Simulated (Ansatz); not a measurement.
# Metal on semiconductor: Si/AlP/CoSi2

Is Si/AlP/CoSi2 a contact for electrons or for holes? The semiconductor is Si diamond(111), undoped, with its far face capped by hydrogen, and the metal is CoSi2 fluorite(111), with AlP zinc blende(111) between them (whole bilayers). After relaxation the nearest pair at the metal is Si–Al at 2.50 Å, along the normal. The common net has a side of 3.868 Å, which strains the semiconductor by +0.0 %, the layer between by -0.7 % and the metal by +2.1 %, against typed lattice constants near PBE's. The first steps treat the bulk crystals alone.

Main program and level: Ansatz 0.2.0; PBE DFT, plane waves, PAW files, in the first sound run; inputs show where later runs differ.

Most raw output is cut from this account.

### 1. Set-up

It takes space group Fd-3m (No. 227, cubic). Conventional cell: a = 5.470 Å, b = 5.470 Å, c = 5.470 Å, α = 90.00°, β = 90.00°, γ = 90.00°. Si has 4 Si at 2.37 Å nearest.

### 2. Layer spacing of the electrode, 6 atoms, electrode Si diamond(111)

The electrode is held to the junction's net and relaxed along the normal; its spacing is used for the ideal lead layers.

Input file input.yaml:

```yaml
crystal:
  lattice:
    - [3.868, 0.0, 0.0]
    - [-1.934, 3.3497862618, 0.0]
    - [0.0, 0.0, 9.474102032]
  atoms:
    - { symbol: Si, position: [0.0, 0.0, 0.0] }
    - { symbol: Si, position: [0.0, 0.0, 0.25] }
    - { symbol: Si, position: [0.3333333333, 0.6666666667, 0.3333333333] }
    - { symbol: Si, position: [0.3333333333, 0.6666666667, 0.5833333333] }
    - { symbol: Si, position: [0.6666666667, 0.3333333333, 0.6666666667] }
    - { symbol: Si, position: [0.6666666667, 0.3333333333, 0.9166666667] }
kpoints:
  mp_grid: { grid: [12, 12, 3] }
scf:
  occupations: { method: fermi_dirac, width: 0.1 }
  max_iter: 150
hamiltonian:
  xc: pbe
relax:
  f_tol: 0.01
  max_steps: 40
  cell: { fix: [a, b, angles] }
```

Run with:

```bash
$ ansatz run input.yaml --threads 8 --pin off --max-ram 24576MiB --backend cpu --events-out ev --progress --plain --runs-dir out
```

It took 1.5 s on 8 threads of Arm Neoverse V2, shared host; peak memory 0.51 GiB.

Little changed from the start: no atom moved by 0.005 Å and no cell edge by 0.1 %.

This step gave:

```
free energy  : -3814.8612 eV
Fermi energy : 6.322 eV
pressure     : 0.002930 GPa
```

### 3. The strained electrode, 9 atoms, electrode CoSi2 fluorite(111)

System of this step: CoSi2. It takes space group R-3m (No. 166, trigonal). The conventional cell has a = 3.868 Å, b = 3.868 Å, c = 9.150 Å, α = 90.00°, β = 90.00°, γ = 120.00°. Nearest to Si lie 4 Co at 2.29 to 2.36 Å. Co has 8 Si at 2.29 to 2.36 Å nearest. Farther neighbours are not listed.

input.yaml, the sections that differ from step 2:

```yaml
crystal:
  lattice:
    - [3.868, 0.0, 0.0]
    - [-1.934, 3.3497862618, 0.0]
    - [0.0, 0.0, 9.150208531]
  atoms:
    - { symbol: Si, position: [0.0, 0.0, 0.0] }
    - { symbol: Co, position: [0.3333333333, 0.6666666667, 0.0833333333] }
    - { symbol: Si, position: [0.6666666667, 0.3333333333, 0.1666666667] }
    - { symbol: Si, position: [0.3333333333, 0.6666666667, 0.3333333333] }
    - { symbol: Co, position: [0.6666666667, 0.3333333333, 0.4166666667] }
    - { symbol: Si, position: [0.0, 0.0, 0.5] }
    - { symbol: Si, position: [0.6666666667, 0.3333333333, 0.6666666667] }
    - { symbol: Co, position: [0.0, 0.0, 0.75] }
    - { symbol: Si, position: [0.3333333333, 0.6666666667, 0.8333333333] }
# kpoints, scf, hamiltonian, relax: as in step 2
```

Elapsed: 13 s, on 8 threads; peak memory 0.72 GiB.

This run has no spin polarisation, although Co can carry a moment.

Step by step:

| step | energy less that of the first step (eV) | largest force component (eV/Å) | pressure (GPa) | volume (Å³) |
| --- | --- | --- | --- | --- |
| 1 | 0.0000 | 0.3443 | -4.13 | 118.56 |
| 2 | -0.0192 | 0.2098 | -4.32 | 118.62 |
| 3 | -0.0307 | 0.0040 | -4.33 | 118.56 |
| 4 | -0.0308 | 0.0004 | -4.42 | 118.63 |
| 5* | -0.0308 | 0.0004 | -4.42 | 118.63 |
| 6 | -0.0308 | 0.0001 | -4.45 | 118.65 |
| 7* | -0.0308 | 0.0001 | -4.45 | 118.65 |

Relaxation steps marked * repeat the geometry before them on a plane-wave basis chosen anew for their cell, so energy and pressure can jump there.

The run keeps the 36 symmetry operations that it works with, so distortions that break them were not tested.

| conventional cell, symmetrised | before | after | change |
| --- | --- | --- | --- |
| a (Å) | 3.868 | 3.868 | -0.0 % |
| b (Å) | 3.868 | 3.868 | -0.0 % |
| c (Å) | 9.150 | 9.157 | +0.1 % |
| volume (Å³/atom) | 13.17 | 13.18 | +0.1 % |

The atoms that moved most (Å, as changes of fractional coordinates times the final cell):

| atom | dx | dy | dz | length |
| --- | --- | --- | --- | --- |
| Si6 | 0.000 | 0.000 | -0.029 | 0.029 |
| Si9 | 0.000 | 0.000 | -0.029 | 0.029 |
| Si3 | 0.000 | 0.000 | -0.029 | 0.029 |
| Si7 | 0.000 | 0.000 | 0.029 | 0.029 |
| Si1 | 0.000 | 0.000 | 0.029 | 0.029 |
| Si4 | 0.000 | 0.000 | 0.029 | 0.029 |

Final coordinates:

```cif
data_structure
_symmetry_space_group_name_H-M 'P 1'
_symmetry_Int_Tables_number 1
_cell_length_a 3.8680
_cell_length_b 3.8680
_cell_length_c 9.1574
_cell_angle_alpha 90.000
_cell_angle_beta 90.000
_cell_angle_gamma 120.000
_cell_volume 118.65
loop_
_atom_site_label
_atom_site_type_symbol
_atom_site_fract_x
_atom_site_fract_y
_atom_site_fract_z
_atom_site_occupancy
Si1 Si 0.00000 0.00000 0.00321 1
Co2 Co 0.33333 0.66667 0.08333 1
Si3 Si 0.66667 0.33333 0.16346 1
Si4 Si 0.33333 0.66667 0.33654 1
Co5 Co 0.66667 0.33333 0.41667 1
Si6 Si 0.00000 0.00000 0.49679 1
Si7 Si 0.66667 0.33333 0.66987 1
Co8 Co 0.00000 0.00000 0.75000 1
Si9 Si 0.33333 0.66667 0.83013 1
```

Numbers from this step:

```yaml
free_energy: -19197.5017 eV
fermi_energy: 12.41 eV
pressure: -4.446 GPa
```

The relaxation ends with a largest force component of 1.3e-4 eV/Å.

### 4. Relaxation

System of this step: Si/AlP/CoSi2. The cell holds 18 atoms: 9 Si, 3 P, 3 Al, 2 Co and 1 H. Cell: a = 3.868 Å, b = 3.868 Å, c = 38.712 Å, α = 90.0°, β = 90.0°, γ = 120.0°. Vacuum lies along c.

The bonds at the contact set its dipole, and with it the barrier heights, so the interface is relaxed first in a short slab. The dipole correction removes the field between the unlike outer faces.

Input file input.yaml:

```yaml
crystal:
  lattice:
    - [3.868, 0.0, 0.0]
    - [-1.934, 3.3497862618, 0.0]
    - [0.0, 0.0, 38.7120745271]
  atoms:
    - { symbol: Si, position: [0.0, 0.0, 0.2066538696] }
    - { symbol: Si, position: [0.33333333, 0.66666667, 0.227048243] }
    - { symbol: Si, position: [0.33333333, 0.66666667, 0.2882313631] }
    - { symbol: Si, position: [0.66666667, 0.33333333, 0.3086257365] }
    - { symbol: Si, position: [0.66666667, 0.33333333, 0.3698088567] }
    - { symbol: Si, position: [0.0, 0.0, 0.3902032301] }
    - { symbol: P, position: [0.0, 0.0, 0.4478079962] }
    - { symbol: Al, position: [0.33333333, 0.66666667, 0.4684559069] }
    - { symbol: P, position: [0.33333333, 0.66666667, 0.530399639] }
    - { symbol: Al, position: [0.66666667, 0.33333333, 0.5510475497] }
    - { symbol: P, position: [0.66666667, 0.33333333, 0.6129912817] }
    - { symbol: Al, position: [0.0, 0.0, 0.6336391924] }
    - { symbol: Si, position: [0.0, 0.0, 0.6948604013] }
    - { symbol: Co, position: [0.33333333, 0.66666667, 0.7145575471] }
    - { symbol: Si, position: [0.66666667, 0.33333333, 0.7342546929] }
    - { symbol: Si, position: [0.33333333, 0.66666667, 0.7736489846] }
    - { symbol: Co, position: [0.66666667, 0.33333333, 0.7933461304] }
    - { symbol: H, position: [0.0, 0.0, 0.167906269] }
kpoints:
  mp_grid: { grid: [8, 8, 1] }
scf:
  occupations: { method: fermi_dirac, width: 0.1 }
  max_iter: 150
hamiltonian:
  xc: pbe
efield:
  axis: 3
  dipole_correction: true
relax:
  f_tol: 0.04
  max_steps: 60
output:
  forces: true
```

Run time: 18 s. Hardware: 8 threads; peak memory 1.6 GiB.

The steps of the relaxation:

| step | energy less that of the first step (eV) | largest force component (eV/Å) |
| --- | --- | --- |
| 1 | 0.0000 | 1.8794 |
| 2 | -0.2720 | 0.7919 |
| 3 | -0.3355 | 0.2334 |
| 4 | -0.3436 | 0.0570 |
| 5 | -0.3439 | 0.0113 |

The run keeps the 6 symmetry operations that it works with, so distortions that break them were not tested.

The atoms that moved most (Å):

| atom | dx | dy | dz | length |
| --- | --- | --- | --- | --- |
| Co17 | 0.000 | 0.000 | -0.216 | 0.216 |
| Si13 | 0.000 | 0.000 | 0.152 | 0.152 |
| Si15 | 0.000 | 0.000 | -0.124 | 0.124 |
| Si1 | 0.000 | 0.000 | 0.060 | 0.060 |
| H18 | 0.000 | 0.000 | 0.055 | 0.055 |
| Al8 | 0.000 | 0.000 | 0.040 | 0.040 |
| Co14 | 0.000 | 0.000 | -0.039 | 0.039 |
| Si6 | 0.000 | 0.000 | -0.037 | 0.037 |

The relaxed structure:

```cif
data_structure
_symmetry_space_group_name_H-M 'P 1'
_symmetry_Int_Tables_number 1
_cell_length_a 3.8680
_cell_length_b 3.8680
_cell_length_c 38.7121
_cell_angle_alpha 90.000
_cell_angle_beta 90.000
_cell_angle_gamma 120.000
_cell_volume 501.59
loop_
_atom_site_label
_atom_site_type_symbol
_atom_site_fract_x
_atom_site_fract_y
_atom_site_fract_z
_atom_site_occupancy
Si1 Si 0.00000 0.00000 0.20820 1
Si2 Si 0.33333 0.66667 0.22776 1
Si3 Si 0.33333 0.66667 0.28882 1
Si4 Si 0.66667 0.33333 0.30877 1
Si5 Si 0.66667 0.33333 0.36982 1
Si6 Si 0.00000 0.00000 0.38925 1
P7 P 0.00000 0.00000 0.44835 1
Al8 Al 0.33333 0.66667 0.46950 1
P9 P 0.33333 0.66667 0.53037 1
Al10 Al 0.66667 0.33333 0.55184 1
P11 P 0.66667 0.33333 0.61274 1
Al12 Al 0.00000 0.00000 0.63408 1
Si13 Si 0.00000 0.00000 0.69878 1
Co14 Co 0.33333 0.66667 0.71355 1
Si15 Si 0.66667 0.33333 0.73106 1
Si16 Si 0.33333 0.66667 0.77349 1
Co17 Co 0.66667 0.33333 0.78777 1
H18 H 0.00000 0.00000 0.16933 1
```

This step gave:

| Quantity | Value |
| --- | --- |
| free energy | -19873.0846 eV |
| Fermi energy | 3.415 eV |

The largest force component on a free atom ends at 0.011 eV/Å. At one or more of this run's solves the program warned of density in the dipole ramp over its bound, where dipole, forces and levels can be off.

### 5. The contact's transmission, atomic planes in the barrier 4, gap between the electrodes 8.79 Å

This step: PBE DFT, plane waves, PAW files; ballistic transmission by layer matching between semi-infinite leads (Ansatz 0.2.0).

System of this step: Si/AlP/CoSi2. The cell holds 52 atoms: 38 Si, 2 P, 2 Al, 9 Co and 1 H. Its edges and angles: a = 3.868 Å, b = 3.868 Å, c = 93.133 Å, α = 90.0°, β = 90.0°, γ = 120.0°. Regions: left electrode, 20 atoms (20 Si); barrier, 4 atoms (2 P and 2 Al); right electrode, 27 atoms (18 Si and 9 Co). Vacuum lies along c.

The semiconductor is one lead and the metal the other. The lead's open channels mark its band edges against the Fermi level.

Input file input.yaml:

```yaml
crystal:
  lattice:
    - [3.868, 0.0, 0.0]
    - [-1.934, 3.3497862618, 0.0]
    - [0.0, 0.0, 93.1325872189]
  atoms:
    - { symbol: Si, position: [0.66666667, 0.33333333, 0.1664293934] }
    - { symbol: Si, position: [0.0, 0.0, 0.1749066464] }
    - { symbol: Si, position: [0.0, 0.0, 0.2003384054] }
    - { symbol: Si, position: [0.33333333, 0.66666667, 0.2088156583] }
    - { symbol: Si, position: [0.33333333, 0.66666667, 0.2342474173] }
    - { symbol: Si, position: [0.66666667, 0.33333333, 0.2427246703] }
    - { symbol: Si, position: [0.66666667, 0.33333333, 0.2681564292] }
    - { symbol: Si, position: [0.0, 0.0, 0.2766336822] }
[... 40 atom lines left out ...]
    - { symbol: Si, position: [0.33333333, 0.66666667, 0.8339196552] }
    - { symbol: Co, position: [0.66666667, 0.33333333, 0.8417981661] }
    - { symbol: Si, position: [0.0, 0.0, 0.8496766769] }
    - { symbol: H, position: [0.66666667, 0.33333333, 0.1503233231] }
kpoints:
  mp_grid: { grid: [8, 8, 1] }
scf:
  occupations: { method: fermi_dirac, width: 0.1 }
  max_iter: 150
hamiltonian:
  xc: pbe
efield:
  axis: 3
  dipole_correction: true
output:
  transmission:
    kmesh: [12, 12]
    e_range: [-2.5, 2.5]
    de: 0.05
    leads: [[8, 10], [37, 40]]
  dos: { projected: true, e_range: [-6, 5], de: 0.05 }
  write_potential: true
  write_density: true
  volumetric_format: npy
  elf: true
```

It took 3.3 min on 8 threads; peak memory 9.3 GiB.

This step gave:

```yaml
free_energy: -72911.1610 eV
fermi_energy: 4.952 eV
level_to_which_the_leads_are_filled: 0 eV from the Fermi level
transmission_at_the_fermi_level_a_spin_zone_mean: 0
channels_of_the_lower_lead: 0
channels_of_the_upper_lead: 1.271
potential_step_in_the_lower_lead: 28.8 meV
potential_step_in_the_upper_lead: 8.9 meV
work_function_upper_face: 4.961 eV
work_function_lower_face: 4.244 eV
dipole_moment: -0.05133 e·Å
dipole_field: -0.007697 V/Å
```

One spin. Table of transmission, zone mean by energy, zero at the Fermi level:

| energy (eV) | transmission, zone mean |
| --- | --- |
| -2.400 | 0.496 |
| -2.200 | 0.167 |
| -2.000 | 0.105 |
| -1.800 | 0.0916 |
| -1.600 | 0.0463 |
| -1.400 | 0.0197 |
| -1.200 | 0.00826 |
| -1.000 | 0.00334 |
| -0.800 | 0.00179 |
| -0.600 | 7.4e-4 |
| -0.400 | 0 |
| -0.200 | 0 |
| 0.000 | 0 |
| 0.200 | 0 |
| 0.400 | 0.00233 |
| 0.600 | 0.00633 |
| 0.800 | 0.00719 |
| 1.000 | 0.0123 |
| 1.200 | 0.0165 |
| 1.400 | 0.0444 |
| 1.600 | 0.202 |
| 1.800 | 0.322 |
| 2.000 | 0.426 |
| 2.200 | 0.545 |
| 2.400 | 0.700 |

One spin. The open channels, zone mean by energy, zero at the Fermi level:

| energy (eV) | lower lead | upper lead |
| --- | --- | --- |
| -2.50 | 1.72 | 1.40 |
| -2.35 | 1.63 | 1.19 |
| -2.25 | 1.55 | 1.23 |
| -2.10 | 1.51 | 1.59 |
| -1.95 | 1.38 | 1.41 |
| -1.80 | 1.34 | 2.10 |
| -1.70 | 1.22 | 1.88 |
| -1.55 | 0.938 | 1.98 |
| -1.40 | 0.771 | 1.24 |
| -1.30 | 0.604 | 1.36 |
| -1.15 | 0.562 | 1.67 |
| -1.00 | 0.354 | 1.63 |
| -0.90 | 0.312 | 1.59 |
| -0.75 | 0.146 | 1.88 |
| -0.60 | 0.146 | 1.94 |
| -0.45 | 0.0208 | 1.79 |
| -0.35 | 0 | 1.79 |
| -0.20 | 0 | 1.60 |
| -0.05 | 0 | 1.35 |
| 0.00 | 0 | 1.27 |
| 0.05 | 0 | 1.27 |
| 0.20 | 0.0417 | 1.23 |
| 0.35 | 0.125 | 1.02 |
| 0.45 | 0.208 | 0.986 |
| 0.60 | 0.333 | 0.986 |
| 0.75 | 0.5 | 0.736 |
| 0.90 | 0.75 | 0.639 |
| 1.00 | 0.833 | 0.597 |
| 1.15 | 0.986 | 0.597 |
| 1.30 | 1.28 | 0.556 |
| 1.40 | 1.36 | 0.569 |
| 1.55 | 1.74 | 0.799 |
| 1.70 | 1.99 | 0.924 |
| 1.80 | 2.11 | 0.965 |
| 1.95 | 2.15 | 1.30 |
| 2.10 | 2.28 | 1.47 |
| 2.25 | 2.03 | 1.62 |
| 2.35 | 1.78 | 1.92 |
| 2.50 | 1.83 | 1.83 |

Projected DOS an atom over height of the atomic layer and energy from the Fermi level. Layers: H Si Si Si Si Si Si Si Si Si Si Si Si Si Si Si Si Si Si Si Si P Al P Al Si Co Si Si Co Si Si Co Si Si Co Si Si Co Si Si Co Si Si Co Si Si Co Si Si Co Si; projections on atoms miss part of the total, and the computed bands can run out at the top of the range; a column is the mean of 4 neighbouring layers, the last of those left over.

Ten even steps from '_' (0.00 states/eV) to '@' (2.29 states/eV), each cell a mean:
```
__________________________
__........................
............::::::::::::::
::----::::::::............
::::::::::::..............
::::::::::::::::::::::::..
..::::::::::..............
__......::..____________..
________..______________..
____________..............
____________....::::..::--
____________--::==----==--
__......____==--**----##++
..::::::....++++@@++++@@==
::::::::::::--::==::::==--
::----::----::::--::::--::
::::::------::::--::::--::
::::::::::--::--========--
::::::::::::::::::::::::..
______....::..............
__________..............__
__________................
```
Columns: height of the atomic layer (Å) from 16.1 to 77.8 (not evenly spaced); rows upwards: energy from the Fermi level (eV) from -6 to 5.

ELF in the ca plane at fractional y = 0.333, with atoms of Si and Al and Co and H within 0.2 Å of it. It is the smooth field of the valence electrons, not physical close to the nuclei.

Values, 6 rows by 16 columns, each cell a mean:
```
0.12 0.64 0.69 0.61 0.63 0.74 0.18 0.29 0.35 0.12 0.45 0.59 0.49 0.64 0.64 0.38
0.06 0.45 0.37 0.88 0.48 0.46 0.13 0.04 0.05 0.03 0.21 0.12 0.60 0.73 0.34 0.26
0.07 0.52 0.43 0.84 0.49 0.55 0.14 0.07 0.09 0.05 0.27 0.20 0.59 0.72 0.42 0.29
0.18 0.65 0.72 0.45 0.63 0.75 0.21 0.44 0.51 0.17 0.52 0.69 0.40 0.54 0.63 0.43
0.37 0.51 0.50 0.10 0.38 0.58 0.33 0.76 0.82 0.33 0.59 0.67 0.16 0.20 0.37 0.53
0.32 0.56 0.57 0.15 0.45 0.64 0.31 0.71 0.77 0.29 0.59 0.69 0.20 0.27 0.42 0.51
```
Columns run along c (16.0 Å, from fractional 0.42 to 0.59 of the cell), rows up along a (3.9 Å). Atoms in or near the plane, at fractional coordinates: Si at (0.45, 0.67), Si at (0.47, 0.67), Al at (0.55, 0.67), Si at (0.57, 0.67).

Valence density in the ca plane at fractional y = 0.333, with atoms of Si and Al and Co and H within 0.2 Å of it. It is the smooth field of the valence electrons, not physical close to the nuclei.

Values in e/Å³, 6 rows by 16 columns, each cell a mean:
```
0.06 0.25 0.35 0.23 0.32 0.32 0.08 0.10 0.11 0.05 0.14 0.22 0.16 0.25 0.40 0.21
0.04 0.24 0.21 0.48 0.27 0.27 0.06 0.03 0.04 0.03 0.10 0.10 0.23 0.37 0.22 0.16
0.04 0.25 0.28 0.42 0.31 0.30 0.06 0.04 0.05 0.03 0.11 0.13 0.21 0.35 0.29 0.17
0.08 0.24 0.31 0.16 0.27 0.30 0.09 0.15 0.16 0.07 0.16 0.24 0.13 0.20 0.39 0.25
0.13 0.20 0.17 0.06 0.14 0.22 0.13 0.32 0.34 0.12 0.22 0.24 0.07 0.09 0.35 0.38
0.11 0.20 0.20 0.07 0.16 0.24 0.12 0.28 0.30 0.11 0.20 0.24 0.08 0.11 0.35 0.35
```
Columns run along c (16.0 Å, from fractional 0.42 to 0.59 of the cell), rows up along a (3.9 Å). Atoms in or near the plane, at fractional coordinates: Si at (0.45, 0.67), Si at (0.47, 0.67), Al at (0.55, 0.67), Si at (0.57, 0.67).

Electrostatic potential energy in the ca plane at fractional y = 0.333, with atoms of Si and Al and Co and H within 0.2 Å of it. With pseudopotentials it is smooth inside the atoms' cores, unlike the true potential.

Ten even steps from '0' (-32 eV) to '9' (10 eV), each cell a mean:
```
99999999999999999999998777889999999999999887
99999999999999999999887311589999999999999852
99999999999999999997245000179999999999999720
99999999999999999996144000178999999999999720
99999999999999999999887201489999999999999851
99999999999999999999998766789999999999999886
99999999999999999999999988889999888889999888
99999999999999999999999998888998877788998888
99999999999999999999999998888998877788998888
99999999999999999999999988889999888889999888
```
Columns run along c (16.0 Å, from fractional 0.07 to 0.24 of the cell; values clipped at the 3rd and 97th percentile), rows up along a (3.9 Å). Atoms in or near the plane, at fractional coordinates: Si at (0.17, 0.67), Si at (0.24, 0.67), H at (0.15, 0.67).

The semiconductor's channels close between -0.45 and +0.20 eV. In the worse lead the potential repeats within 29 meV, which the program flags as too much for a lead, so the lead is short or a field runs through it.

(Part 1 of 2 ends here.)

[Logs are printed without paths, hosts, clocks, repeated set-up lines and the standing remarks that a program may print on its own settings, such as how far it seeks lower states.]

[Hosts, paths, dates, database ids (printed as entryN), source tags and the programs' standing remarks are cut or masked in the printed files.]
